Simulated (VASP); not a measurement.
# Mg (P6_3/mmc) in VASP: further runs

The runs below take Mg through relaxation of shape and atoms at fixed volume, with LDA.

All numbers are computed with VASP 6.6.1; they aren't measurements. Logs are shortened: lines on timing, memory, paths and dates and some standing lists are left out, and cuts for length are marked.

## 1. The crystal as given

Symmetry: P6_3/mmc, No. 194, hexagonal system. Conventional cell: a = 3.145 Å, b = 3.145 Å, c = 5.008 Å, α = 90.00°, β = 90.00°, γ = 120.00°. Mg (site symmetry -6m2) is surrounded by 12 Mg at 3.09 to 3.15 Å.

## 2. Relaxation of shape and atoms at fixed volume, LDA (a relaxed cell with its volume scaled by 0.96)

INCAR reads:

```
SYSTEM = Mg
  ALGO = Fast
  EDIFF = 1E-7
  EDIFFG = -0.01
  ENCUT = 600
  GGA = CA
  IBRION = 2
  ISIF = 4
  ISMEAR = 1
  LASPH = .TRUE.
  LCHARG = .FALSE.
  LREAL = .FALSE.
  LWAVE = .FALSE.
  NELM = 80
  NSW = 40
  PREC = Accurate
  SIGMA = 0.1
```

KPOINTS reads:

```
k-points
0
G
  15 15 7
  0 0 0
```

POSCAR reads:

```
Mg                                      
1.0
    3.1027345703      0.0000000000      0.0000000000
   -1.5513672852      2.6870469592      0.0000000000
    0.0000000000      0.0000000000      4.9407158922
  Mg            
     2
Direct
     0.3333333332999970    0.6666666667000030    0.2500000000000000
     0.6666666667000030    0.3333333332999970    0.7500000000000000
```

Potentials or basis: VASP PAW LDA potentials, release 64 (Mg).

Started as:

```sh
$ cat potpaw_LDA.64/Mg/POTCAR > POTCAR
$ mpirun -np 1 vasp_std > vasp.out
```

OUTCAR:

```text
SYSTEM = Mg
   EDIFF = 1E-7
   EDIFFG = -0.01
   ENCUT = 600
   GGA = CA
   IBRION = 2
   ISIF = 4
   ISMEAR = 1
   LASPH = .TRUE.
   LREAL = .FALSE.
   NELM = 80
   NSW = 40
   PREC = Accurate

 ion  position               nearest neighbor table
   1  0.333  0.667  0.250-   2 3.05   2 3.05   2 3.05   2 3.05   2 3.05   2 3.05
   2  0.667  0.333  0.750-   1 3.05   1 3.05   1 3.05   1 3.05   1 3.05   1 3.05

  LATTYP: Found a hexagonal cell.
 ALAT       =     3.1027345703
 C/A-ratio  =     1.5923746554

  Lattice vectors:

 A1 = (   3.1027345703,   0.0000000000,   0.0000000000)
 A2 = (  -1.5513672852,   2.6870469592,   0.0000000000)
 A3 = (   0.0000000000,   0.0000000000,   4.9407158922)

Analysis of symmetry for initial positions (statically):
=====================================================================
 Subroutine PRICEL returns:
 Original cell was already a primitive cell.

 Routine SETGRP: Setting up the symmetry group for a
 hexagonal supercell.

 Subroutine GETGRP returns: Found 24 space group operations
 (whereof 12 operations were pure point group operations)
 out of a pool of 24 trial point group operations.

The static configuration has the point symmetry D_3d.
 The point group associated with its full space group is D_6h.

Analysis of symmetry for dynamics (positions and initial velocities):
=====================================================================
 Subroutine PRICEL returns:
 Original cell was already a primitive cell.

 Routine SETGRP: Setting up the symmetry group for a
 hexagonal supercell.

 Subroutine GETGRP returns: Found 24 space group operations
 (whereof 12 operations were pure point group operations)
 out of a pool of 24 trial point group operations.

The dynamic configuration has the point symmetry D_3d.
 The point group associated with its full space group is D_6h.

 Subroutine INISYM returns: Found 24 space group operations
 (whereof 12 operations are pure point group operations),
 and found     1 'primitive' translations

----------------------------------------------------------------------------------------

                                     Primitive cell

  volume of cell :      41.1917

  direct lattice vectors                    reciprocal lattice vectors
[... 84 lines left out ...]
   LASPH  =      T    aspherical Exc in radial PAW
   ENCUT  =  600.0 eV  44.10 Ry    6.64 a.u.   6.20  6.20  9.87*2*pi/ulx,y,z
   NELM   =     80;   NELMIN=  2; NELMDL= -5     # of ELM steps
   EDIFF  = 0.1E-06   stopping-criterion for ELM
   LREAL  =      F    real-space projection
   EDIFFG = -.1E-01   stopping-criterion for IOM
   NSW    =     40    number of steps for IOM
   IBRION =      2    ionic relax: 0-MD 1-quasi-New 2-CG
   NFREE  =      1    steps in history (QN), initial steepest desc. (CG)
   ISIF   =      4    stress and relaxation
   ISYM   =      2    0-nonsym 1-usesym 2-fastsym
   POTIM  = 0.5000    time-step for ionic-motion
   TEBEG  =    0.0;   TEEND  =   0.0 temperature during run
   PSTRESS=    0.0 pullay stress
   NELECT =       4.0000    total number of electrons
   NUPDOWN=      -1.0000    fix difference up-down
   EMIN   =  10.00;   EMAX   =-10.00  energy-range for DOS
   EFERMI =   0.00;   METHOD = LEGACY
   ISMEAR =     1;   SIGMA  =   0.10  broadening in eV -4-tet -1-fermi 0-gaus
   EFERMI_NEDOS =   21; number of points for ismear=-14 and -15
   IALGO  =     68    algorithm
   IMIX   =      4    mixing-type and parameters
     AMIX     =   0.40;   BMIX     =  1.00
     AMIX_MAG =   1.60;   BMIX_MAG =  1.00
  volume/ion in A,a.u.               =      20.60       138.99
  Fermi-wavevector in a.u.,A,eV,Ry     =   0.752474  1.421970  7.703854  0.566217
  Thomas-Fermi vector in A             =   1.849693
   LORBIT       =      0    0 simple, 1 ext, 2 COOP (PROOUT), +10 PAW based schemes
   GGA     = CA    functional components
   LHFCALC =     F    Hartree Fock is set to
   AEXX    =    0.0000 exact exchange contribution
   IVDW    =     0    specifies the selected vdW correction
   LEPSILON=     F    determine dielectric tensor
   LRPA    =     F    only Hartree local field effects (RPA)
 conjugate gradient relaxation of ions
 non-spin polarized calculation
 RMM-DIIS sequential band-by-band and
 Methfessel and Paxton  Order N= 1 SIGMA  =   0.10
  energy-cutoff  :      600.00
  volume of cell :       41.19
 maximum number of plane-waves:      1400
 NGX is ok and might be reduce to    28
   NGX = 13   NGY = 13   NGZ = 19

 number of electron       4.0000000 magnetization

 Free energy of the ion-electron system (eV)
  ---------------------------------------------------
  ext. energy  EPLUGINS =         0.00000000
  ---------------------------------------------------
  free energy    TOTEN  =        -3.61534961 eV

  energy without entropy =       -3.61492289  energy(sigma->0) =       -3.61520737

 E-fermi :   3.0144     XC(G=0):  -9.0361

 val. band max:        3.0111046374   @ k =   0.1333   0.1333   0.0000
 cond. band min:       3.0322586047   @ k =   0.3333   0.1333   0.0000
 fundamental gap:      0.0211539673
 Fermi energy:         3.0143868538

 k-point     1 :       0.0000    0.0000    0.0000
  band No.  band energies     occupation
      1      -4.3415      2.00000
      2       1.3373      2.00000
      3       1.9749      2.00000
      4      14.3735      0.00000
      5      14.3749      0.00000
      6      14.5989      0.00000
[... 199 lines left out ...]
 k-point    24 :       0.4000    0.2000    0.0000
  band No.  band energies     occupation
      1       1.2744      2.00000
      2       1.3343      2.00000
      3       4.9712     -0.00000
      4       6.4570      0.00000
      5       6.7877      0.00000
      6       7.2499      0.00000

 [... further k-points ...]
[... 5 lines left out ...]
  --------------------------------------------------------------------------------------
  -------------------------------------------------------------------------------------
  Total        0.4569578      0.4569578      0.4594044     -0.0000000      0.0000000      0.0000000
  in kB       17.7736602     17.7736602     17.8688239     -0.0000000      0.0000000      0.0000000
  external PRESSURE =      17.8053814 kB  Pullay stress =       0.0000000 kB

 VOLUME and BASIS-vectors are now :
 -----------------------------------------------------------------------------
  energy-cutoff  :      600.00
  volume of cell :       41.19
      direct lattice vectors                 reciprocal lattice vectors
     3.102734570  0.000000000  0.000000000     0.322296341  0.186077879  0.000000000
    -1.551367285  2.687046959  0.000000000     0.000000000  0.372155759  0.000000000
     0.000000000  0.000000000  4.940715892     0.000000000  0.000000000  0.202399819

 POSITION                                       TOTAL-FORCE (eV/Angst)
 -----------------------------------------------------------------------------------
     -0.00000      1.79136      1.23518         0.000000      0.000000      0.000000
      1.55137      0.89568      3.70554         0.000000     -0.000000      0.000000
 -----------------------------------------------------------------------------------
    total drift:                               -0.000000      0.000000     -0.000000

  FREE ENERGIE OF THE ION-ELECTRON SYSTEM (eV)
  ---------------------------------------------------
  free  energy   TOTEN  =        -3.6153496122 eV

  energy  without entropy=       -3.6149228901  energy(sigma->0) =       -3.61520737

 reached required accuracy - stopping structural energy minimisation
```

CONTCAR:

```text
Mg
   1.00000000000000
     3.1027345703000000    0.0000000000000000    0.0000000000000000
    -1.5513672852000000    2.6870469591999999    0.0000000000000000
     0.0000000000000000    0.0000000000000000    4.9407158922000001
  Mg
     2
Direct
     0.3333333332999970    0.6666666667000030    0.2500000000000000
     0.6666666667000030    0.3333333332999970    0.7500000000000000

  0.00000000E+00  0.00000000E+00  0.00000000E+00
  0.00000000E+00  0.00000000E+00  0.00000000E+00
```

It took 29 s on 1 thread of Intel Xeon Platinum 8375C at 2.90GHz (Ice Lake), shared host; peak memory 0.17 GiB.

Results:

```
Free energy             : -3.6153 eV
Pressure after relaxing : 1.8 GPa
Band gap on the k mesh  : none (metal or under the smearing width)
```

Final structure:
```cif
data_structure
_symmetry_space_group_name_H-M 'P 1'
_symmetry_Int_Tables_number 1
_cell_length_a 3.1027
_cell_length_b 3.1027
_cell_length_c 4.9407
_cell_angle_alpha 90.000
_cell_angle_beta 90.000
_cell_angle_gamma 120.000
_cell_volume 41.19
loop_
_atom_site_label
_atom_site_type_symbol
_atom_site_fract_x
_atom_site_fract_y
_atom_site_fract_z
_atom_site_occupancy
Mg1 Mg 0.33333 0.66667 0.25000 1
Mg2 Mg 0.66667 0.33333 0.75000 1
```

Levels at points of the mesh, in eV from the Fermi level:
```
           k point  band 1  band 2  band 3  band 4  band 5  band 6
(0.00, 0.00, 0.00)   -7.36   -1.68   -1.04   11.36   11.36   11.58
```

Caveat: the relaxation stopped at its first step, so nothing moved.

## 3. Relaxation of shape and atoms at fixed volume, LDA (a relaxed cell with its volume scaled by 0.98)

INCAR is that of step 2.

KPOINTS is that of step 2.

POSCAR reads:

```
Mg                                      
1.0
    3.1241334160      0.0000000000      0.0000000000
   -1.5620667080      2.7055789031      0.0000000000
    0.0000000000      0.0000000000      4.9747908717
  Mg            
     2
Direct
     0.3333333332999970    0.6666666667000030    0.2500000000000000
     0.6666666667000030    0.3333333332999970    0.7500000000000000
```

Potentials or basis: VASP PAW LDA potentials, release 64 (Mg).

Started as:

```sh
$ cat potpaw_LDA.64/Mg/POTCAR > POTCAR
$ mpirun -np 1 vasp_std > vasp.out
```

OUTCAR:

```text
SYSTEM = Mg
   EDIFF = 1E-7
   EDIFFG = -0.01
   ENCUT = 600
   GGA = CA
   IBRION = 2
   ISIF = 4
   ISMEAR = 1
   LASPH = .TRUE.
   LREAL = .FALSE.
   NELM = 80
   NSW = 40
   PREC = Accurate

 ion  position               nearest neighbor table
   1  0.333  0.667  0.250-   2 3.07   2 3.07   2 3.07   2 3.07   2 3.07   2 3.07
   2  0.667  0.333  0.750-   1 3.07   1 3.07   1 3.07   1 3.07   1 3.07   1 3.07

  LATTYP: Found a hexagonal cell.
 ALAT       =     3.1241334160
 C/A-ratio  =     1.5923746554

  Lattice vectors:
[... 402 lines left out ...]
      2       1.2308      2.00000
      3       4.8432     -0.00000
      4       6.3017      0.00000
      5       6.6554      0.00000
      6       7.0677      0.00000

 [... further k-points ...]
[... 5 lines left out ...]
  --------------------------------------------------------------------------------------
  -------------------------------------------------------------------------------------
  Total        0.2188099      0.2188099      0.2168220      0.0000000      0.0000000      0.0000000
  in kB        8.3370616      8.3370616      8.2613184      0.0000000      0.0000000      0.0000000
  external PRESSURE =       8.3118139 kB  Pullay stress =       0.0000000 kB

 VOLUME and BASIS-vectors are now :
 -----------------------------------------------------------------------------
  energy-cutoff  :      600.00
  volume of cell :       42.05
      direct lattice vectors                 reciprocal lattice vectors
     3.124133416  0.000000000  0.000000000     0.320088763  0.184803333  0.000000000
    -1.562066708  2.705578903  0.000000000     0.000000000  0.369606667  0.000000000
     0.000000000  0.000000000  4.974790872     0.000000000  0.000000000  0.201013475

 POSITION                                       TOTAL-FORCE (eV/Angst)
 -----------------------------------------------------------------------------------
     -0.00000      1.80372      1.24370         0.000000      0.000000      0.000000
      1.56207      0.90186      3.73109        -0.000000     -0.000000      0.000000
 -----------------------------------------------------------------------------------
    total drift:                                0.000000     -0.000000      0.000000

  FREE ENERGIE OF THE ION-ELECTRON SYSTEM (eV)
  ---------------------------------------------------
  free  energy   TOTEN  =        -3.6223107739 eV

  energy  without entropy=       -3.6218728680  energy(sigma->0) =       -3.62216481

 reached required accuracy - stopping structural energy minimisation
```

OSZICAR:

```text
N       E                     dE             d eps       ncg     rms          rms(c)
DAV:   1    -0.103847744721E+00   -0.10385E+00   -0.14988E+03  1296   0.542E+02
DAV:   2    -0.361942910898E+01   -0.35156E+01   -0.34097E+01  1710   0.325E+01
DAV:   3    -0.364363063879E+01   -0.24202E-01   -0.24228E-01  1854   0.351E+00
DAV:   4    -0.364369059643E+01   -0.59958E-04   -0.59958E-04  1806   0.148E-01
DAV:   5    -0.364369071285E+01   -0.11642E-06   -0.11611E-06  1746   0.543E-03    0.936E-01
RMM:   6    -0.363168169279E+01    0.12009E-01   -0.41306E-04  1296   0.184E-01    0.594E-01
RMM:   7    -0.362231372661E+01    0.93680E-02   -0.15871E-03  1296   0.367E-01    0.289E-02
RMM:   8    -0.362231107074E+01    0.26559E-05   -0.82846E-05  1296   0.868E-02    0.660E-03
RMM:   9    -0.362231070276E+01    0.36798E-06   -0.57760E-06  1296   0.229E-02    0.527E-04
RMM:  10    -0.362231077390E+01   -0.71146E-07   -0.97007E-07  1284   0.874E-03
   1 F= -.36223108E+01 E0= -.36221648E+01  d E =-.362231E+01
```

Run time: 22 s. Hardware: 1 thread of Intel Xeon Platinum 8375C at 2.90GHz (Ice Lake), shared host; peak memory 0.17 GiB.

What came out:

| Item | Value |
| --- | --- |
| Free energy | -3.6223 eV |
| Pressure after relaxing | 0.8 GPa |
| Band gap on the k mesh | none (metal or under the smearing width) |

Final structure:
```xyz
2
Lattice="3.1241 0.0000 0.0000 -1.5621 2.7056 0.0000 0.0000 0.0000 4.9748" Properties=species:S:1:pos:R:3 pbc="T T T"
Mg    0.0000    1.8037    1.2437
Mg    1.5621    0.9019    3.7311
```

Levels at points of the mesh, in eV from the Fermi level:
```
           k point  band 1  band 2  band 3  band 4  band 5
(0.00, 0.00, 0.00)   -7.26   -1.64   -1.04   11.24   11.28
```

Caveat: the relaxation stopped at its first step, so nothing moved.

## 4. Relaxation of shape and atoms at fixed volume, LDA

INCAR is that of step 3.

KPOINTS is that of step 3.

POSCAR reads:

```
Mg                                      
1.0
    3.1452430659      0.0000000000      0.0000000000
   -1.5726215330      2.7238603962      0.0000000000
    0.0000000000      0.0000000000      5.0084053432
  Mg            
     2
Direct
     0.3333333332999970    0.6666666667000030    0.2500000000000000
     0.6666666667000030    0.3333333332999970    0.7500000000000000
```

Started as:

```sh
$ cat potpaw_LDA.64/Mg/POTCAR > POTCAR
$ mpirun -np 1 vasp_std > vasp.out
```

Wall time 21 s (1 thread of Intel Xeon Platinum 8375C at 2.90GHz (Ice Lake), shared host); peak memory 0.17 GiB.

The run converged. Its results:

| Item | Value |
| --- | --- |
| Free energy | -3.6244 eV |
| Pressure after relaxing | 0.0 GPa |
| Band gap on the k mesh | none (metal or under the smearing width) |

Final structure:
```xyz
2
Lattice="3.1452 0.0000 0.0000 -1.5726 2.7239 0.0000 0.0000 0.0000 5.0084" Properties=species:S:1:pos:R:3 pbc="T T T"
Mg    0.0000    1.8159    1.2521
Mg    1.5726    0.9080    3.7563
```

Levels at points of the mesh, in eV from the Fermi level:
```
           k point  band 1  band 2  band 3  band 4  band 5  band 6
(0.00, 0.00, 0.00)   -7.17   -1.61   -1.04   11.13   11.13   11.26
```

Caveat: the relaxation stopped at its first step, so nothing moved.

## 5. Relaxation of shape and atoms at fixed volume, LDA (a relaxed cell with its volume scaled by 1.02)

INCAR is that of step 4.

KPOINTS is that of step 4.

POSCAR reads:

```
Mg                                      
1.0
    3.1660730972      0.0000000000      0.0000000000
   -1.5830365487      2.7418997325      0.0000000000
    0.0000000000      0.0000000000      5.0415745571
  Mg            
     2
Direct
     0.3333333332999970    0.6666666667000030    0.2500000000000000
     0.6666666667000030    0.3333333332999970    0.7500000000000000
```

Started as:

```sh
$ cat potpaw_LDA.64/Mg/POTCAR > POTCAR
$ mpirun -np 1 vasp_std > vasp.out
```

Wall time 25 s (1 thread of Intel Xeon Platinum 8375C at 2.90GHz (Ice Lake), shared host); peak memory 0.17 GiB.

Results (log left out):

```yaml
Free_energy: -3.6222 eV
Pressure_after_relaxing: -0.8 GPa
Band_gap_on_the_k_mesh: none (metal or under the smearing width)
```

Final structure:
```
Mg
1.0
     3.16607    0.00000    0.00000
    -1.58304    2.74190    0.00000
     0.00000    0.00000    5.04157
Mg
2
Direct
  0.33333 0.66667 0.25000
  0.66667 0.33333 0.75000
```

Levels at points of the mesh, in eV from the Fermi level:
| k point | band 1 | band 2 | band 3 | band 4 | band 5 | band 6 |
| --- | --- | --- | --- | --- | --- | --- |
| (0.00, 0.00, 0.00) | -7.08 | -1.58 | -1.04 | 11.01 | 11.01 | 11.10 |

Caveat: the relaxation stopped at its first step, so nothing moved.

## 6. The runs side by side

```tsv
cell	gap on the mesh (eV)	pressure (GPa)
atoms relaxed at fixed volume from: a relaxed cell with its volume scaled by 0.96	none	1.8
atoms relaxed at fixed volume from: a relaxed cell with its volume scaled by 0.98	none	0.8
atoms relaxed at fixed volume	none	0.0
atoms relaxed at fixed volume from: a relaxed cell with its volume scaled by 1.02	none	-0.8
```

Alike in all rows: task relaxation of shape and atoms at fixed volume; level LDA; potentials or basis VASP PAW LDA potentials, release 64 (Mg); no spin polarisation; k mesh 15 × 15 × 7; cutoff (eV) 600; smearing methfessel-paxton 0.1 eV.

Caveats: the relaxation stopped at its first step, so nothing moved.

Total energies depend on the potentials used, so only differences within one code and one set of settings carry meaning.
